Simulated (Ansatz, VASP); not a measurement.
**Two plane-wave programs on Ti**

The input INCAR:

```
PREC     = Accurate       # precision mode
ENCUT    = 520            # plane-wave cutoff, eV
EDIFF    = 1E-6           # SCF threshold, eV
ISMEAR   = 0              # smearing method
SIGMA    = 0.1            # smearing width, eV
LREAL    = F              # projectors in reciprocal space
LASPH    = T              # aspherical terms in the spheres
NELM     = 60             # most SCF steps
ALGO     = Normal         # electronic algorithm
ISIF     = 2              # what is computed and relaxed
LWAVE    = F              # write WAVECAR
LCHARG   = F              # write CHGCAR
GGA      = PE             # functional
NBANDS   = 25             # bands
```

KPOINTS

```
Automatic mesh
0
Gamma
  9 9 12
```

Contents of POSCAR:

```
Ti
1.0
    4.5795363014      0.0000000000      0.0000000000
   -2.2897681507      3.9659947746      0.0000000000
    0.0000000000      0.0000000000      2.8321726469
Ti
3
Direct
    0.0000000000      0.0000000000      0.0000000000
    0.3333333333      0.6666666667      0.5000000000
    0.6666666667      0.3333333333      0.5000000000
```

Input for Ansatz:

```yaml
crystal:
  lattice:
    - [4.5795363014, 0.0, 0.0]
    - [-2.2897681507, 3.9659947746, 0.0]
    - [0.0, 0.0, 2.8321726469]
  atoms:
    - { symbol: Ti, position: [0.0, 0.0, 0.0] }
    - { symbol: Ti, position: [0.3333333333, 0.6666666667, 0.5] }
    - { symbol: Ti, position: [0.6666666667, 0.3333333333, 0.5] }
basis:
  ecutwfc: 420
kpoints:
  mp_grid: { grid: [9, 9, 12] }
hamiltonian:
  xc: pbe
scf:
  occupations: { method: gaussian, width: 0.1 }
output:
  forces: true
  stress: true
  eigenvalues: true
```

Alike in both runs: task single point; functional PBE; k mesh 9 × 9 × 12; occupations gaussian, width 0.1 eV; no spin polarisation.

|  | VASP | Ansatz |
| --- | --- | --- |
| version | VASP 6.6.1 | Ansatz 0.2.0 |
| potentials or method | VASP PAW PBE potentials, release 64 (Ti_sv) | scalar-relativistic, plane waves, PAW |
| plane-wave cutoff (eV) | 520 | 420 |
| valence electrons in the cell | 36 | 36 |

```tsv
	VASP	Ansatz	Ansatz less VASP
gap on the k mesh at the Fermi level (eV)	none	none	-
pressure (GPa)	-0.2	0.0	+0.23
largest component of the traceless stress (GPa)	0.05	0.05	+0.006
```

A gap of «none» marks a metal or a gap that the smearing closes.
